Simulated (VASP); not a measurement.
# A VASP 6.6.1 single-point calculation on TiO2

INCAR

```
LDAU = .TRUE.
LDAUTYPE = 2
ISMEAR = -1
LMAXMIX = 4
LREAL = .FALSE.
LDAUL = 2 -1
LASPH = .TRUE.
IBRION = -1
LDAUJ = 0 0
GGA = PE
EDIFF = 1E-7
LCHARG = .FALSE.
ENCUT = 520
SIGMA = 0.02
PREC = Accurate
NELM = 51
ISIF = 2
NSW = 0
NBANDS = 36
LDAUU = 8.0 0
LWAVE = .FALSE.
```

KPOINTS

```
KPOINTS created by Atomic Simulation Environment
0
Gamma
6 6 8
0 0 0
```

POSCAR

```
Ti O
 1.0000000000000000
     4.5049164241000001    0.0000000000000000    0.0000000000000000
     0.0000000000000000    4.5049164241000001    0.0000000000000000
     0.0000000000000000    0.0000000000000000    2.9953085879999999
 Ti  O
   2   4
Cartesian
  0.0000000000000000 -0.0000000000000000  0.0000000000000000
  2.2524582120500001  2.2524582120500001  1.4976542939999999
  1.3698178684741422  1.3698178684741422  0.0000000000000000
  0.8826403435758579  3.6222760805241427  1.4976542939999999
  3.6222760805241427  0.8826403435758579  1.4976542939999999
  3.1350985556258584  3.1350985556258584  0.0000000000000000
```

The recommended PBE PAW datasets give the neutral cell 48 valence electrons.

Command

```
mpirun -np 1 vasp_std
```

OSZICAR

```
N       E                     dE             d eps       ncg     rms          rms(c)
DAV:   1     0.668330252765E+03    0.66833E+03   -0.23610E+04  3600   0.158E+03
DAV:   2     0.306613547107E+02   -0.63767E+03   -0.58506E+03  3840   0.487E+02
DAV:   3    -0.587266023187E+02   -0.89388E+02   -0.87677E+02  4744   0.179E+02
DAV:   4    -0.637694002428E+02   -0.50428E+01   -0.50264E+01  5256   0.391E+01
DAV:   5    -0.639442444132E+02   -0.17484E+00   -0.17481E+00  4796   0.591E+00    0.324E+01
DAV:   6    -0.426653162299E+02    0.21279E+02   -0.55542E+01  4884   0.853E+01    0.804E+00
DAV:   7    -0.431432833284E+02   -0.47797E+00   -0.66555E+00  3968   0.158E+01    0.739E+00
DAV:   8    -0.432144510646E+02   -0.71168E-01   -0.14450E+00  4188   0.919E+00    0.182E+00
DAV:   9    -0.432289634298E+02   -0.14512E-01   -0.14997E-01  4620   0.273E+00    0.127E+00
DAV:  10    -0.432352641238E+02   -0.63007E-02   -0.24737E-01  4244   0.468E+00    0.109E+00
DAV:  11    -0.432230215789E+02    0.12243E-01   -0.34525E-02  4184   0.184E+00    0.294E-01
DAV:  12    -0.432229338788E+02    0.87700E-04   -0.80015E-03  4136   0.556E-01    0.119E-01
DAV:  13    -0.432227639456E+02    0.16993E-03   -0.91235E-04  4980   0.225E-01    0.494E-02
DAV:  14    -0.432227533289E+02    0.10617E-04   -0.12446E-04  3896   0.138E-01    0.242E-02
DAV:  15    -0.432227493204E+02    0.40085E-05   -0.13705E-05  4704   0.479E-02    0.428E-03
DAV:  16    -0.432227503078E+02   -0.98741E-06   -0.41141E-06  3988   0.118E-02    0.773E-03
DAV:  17    -0.432227495430E+02    0.76485E-06   -0.26331E-06  5032   0.176E-02    0.232E-03
DAV:  18    -0.432227494933E+02    0.49663E-07   -0.17496E-07  2708   0.281E-03
   1 F= -.43222749E+02 E0= -.43222749E+02  d E =-.135787E-12
```

From OUTCAR

```
k-points           NKPTS =     50   k-points in BZ     NKDIM =     50   number of bands    NBANDS=     36

   NELECT =      48.0000    total number of electrons

   dimension x,y,z NGX =    36 NGY =   36 NGZ =   24
   dimension x,y,z NGXF=    72 NGYF=   72 NGZF=   48

  energy-cutoff  :      520.00
  volume of cell :       60.79
      direct lattice vectors                 reciprocal lattice vectors
     4.504916424  0.000000000  0.000000000     0.221979701  0.000000000  0.000000000
     0.000000000  4.504916424  0.000000000     0.000000000  0.221979701  0.000000000
     0.000000000  0.000000000  2.995308588     0.000000000  0.000000000  0.333855418

 k-points in reciprocal lattice and weights: KPOINTS created by Atomic Simulation Env
   0.00000000  0.00000000  0.00000000       0.003
   0.16666667  0.00000000  0.00000000       0.014
   0.33333333  0.00000000  0.00000000       0.014
   0.50000000  0.00000000  0.00000000       0.007
   0.16666667  0.16666667  0.00000000       0.014
   0.33333333  0.16666667  0.00000000       0.028
   0.50000000  0.16666667  0.00000000       0.014
   0.33333333  0.33333333  0.00000000       0.014
   ...

 E-fermi :   6.2782

 k-point     1 :       0.0000    0.0000    0.0000
  band No.  band energies     occupation
      1     -53.1244      2.00000
      2     -53.1060      2.00000
      3     -29.3508      2.00000
      4     -29.3508      2.00000
      5     -29.1954      2.00000
      6     -29.1954      2.00000
      7     -29.1550      2.00000
      8     -29.1182      2.00000
      9     -12.8203      2.00000
     10     -11.4075      2.00000
     11     -10.7523      2.00000
     12     -10.7523      2.00000
     13      -0.2422      2.00000
     14       0.4115      2.00000
     15       0.7924      2.00000
     16       1.8376      2.00000
     17       1.8376      2.00000
     18       2.9973      2.00000
     19       2.9973      2.00000
     20       3.2867      2.00000
     21       4.7990      2.00000
     22       5.2276      2.00000
     23       5.2276      2.00000
     24       5.7987      2.00000
     25       8.8581      0.00000
     26       9.0274      0.00000
     27       9.4461      0.00000
     28       9.4461      0.00000
     29       9.4560      0.00000
     30      10.5044      0.00000
     31      11.5793      0.00000
     32      12.5884      0.00000
     33      12.5884      0.00000
     34      13.4967      0.00000
     35      13.8641      0.00000
     36      16.8351      0.00000

 ...

  Total       10.4145292     10.4145292     10.7489578      0.0000000      0.0000000      0.0000000
  in kB      274.4954670    274.4954670    283.3099928      0.0000000      0.0000000      0.0000000
  external PRESSURE =     277.4336423 kB  Pullay stress =       0.0000000 kB

 POSITION                                       TOTAL-FORCE (eV/Angst)
 -----------------------------------------------------------------------------------
      0.00000      0.00000      0.00000        -0.000000     -0.000000     -0.000000
      2.25246      2.25246      1.49765        -0.000000     -0.000000     -0.000000
      1.36982      1.36982      0.00000        -0.081716     -0.081716      0.000000
      0.88264      3.62228      1.49765         0.081716     -0.081716      0.000000
      3.62228      0.88264      1.49765        -0.081716      0.081716     -0.000000
      3.13510      3.13510      0.00000         0.081716      0.081716     -0.000000
 -----------------------------------------------------------------------------------
    total drift:                                0.000000      0.000000      0.000000

  FREE ENERGIE OF THE ION-ELECTRON SYSTEM (eV)
  ---------------------------------------------------
  free  energy   TOTEN  =       -43.2227494933 eV

  energy  without entropy=      -43.2227494933  energy(sigma->0) =      -43.22274949
```

It converged. Results: gap between bands v and c on the k mesh 3.03 eV; least direct gap on the k mesh 3.06 eV; pressure 27.7 GPa; largest force 0.12 eV/Å. Band v is the last that the valence electrons fill when counted band by band, and c is the next.

For comparison, a separate PBE run of the intended cell, on usual settings and not on those above, gives a gap of 1.86 eV on its mesh and a pressure of 11.4 GPa.

The run above took about 86 s on one core of a shared host (Intel Xeon Platinum 8488C) and held 0.22 GiB at most.
